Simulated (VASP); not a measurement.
Ti:

```
Ti
1.0
     4.56737    0.00000    0.00000
    -2.28369    3.95546    0.00000
     0.00000    0.00000    2.82624
Ti
3
Direct
  0.66667 0.33333 0.50000
  0.33333 0.66667 0.50000
  0.00000 0.00000 0.00000
```

This isn't the form of Ti at room conditions, which is hcp.

| Quantity | Value |
| --- | --- |
| Program | VASP 6.6.1 |
| Task | single point |
| Functional | PBE |
| Potentials or basis | VASP PAW PBE potentials, release 64 (Ti) |
| Cutoff | 900 eV |
| k mesh | 14 × 14 × 20 |
| Occupations | gaussian, width 0.05 eV |
| Spin | no spin polarisation |

On this cell: pressure -1.1 GPa; largest force under 0.003 eV/Å; band gap on the k mesh none (metal or under the smearing width).

The same run follows on a disturbed copy (grid = ENCUT=900 k=14x14x20 ISMEAR=0 SIGMA=0.05 PREC=Accurate EDIFF=1e-08 LREAL=False ADDGRID=False LASPH=True; atoms moved at random, drawn with an rms of 0.1 Å):

```
Ti
1.0
     4.56737    0.00000    0.00000
    -2.28369    3.95546    0.00000
     0.00000    0.00000    2.82624
Ti
3
Direct
  0.65355 0.33695 0.49822
  0.34926 0.67828 0.52883
  0.00142 0.99785 0.99629
```

Q: What changes?

A: The energy (extrapolated to zero smearing) moves by +10.5 meV/atom; pressure -0.9 GPa; largest force 0.372 eV/Å; band gap on the k mesh none (metal or under the smearing width).

Forces on the atoms (eV/Å):
```
Ti   0.282 -0.031  0.006
Ti  -0.252 -0.043 -0.270
Ti  -0.030  0.075  0.263
```

Stress tensor (GPa, compression positive):
```
-0.79  0.26  0.07
 0.26 -1.12  0.14
 0.07  0.14 -0.75
```
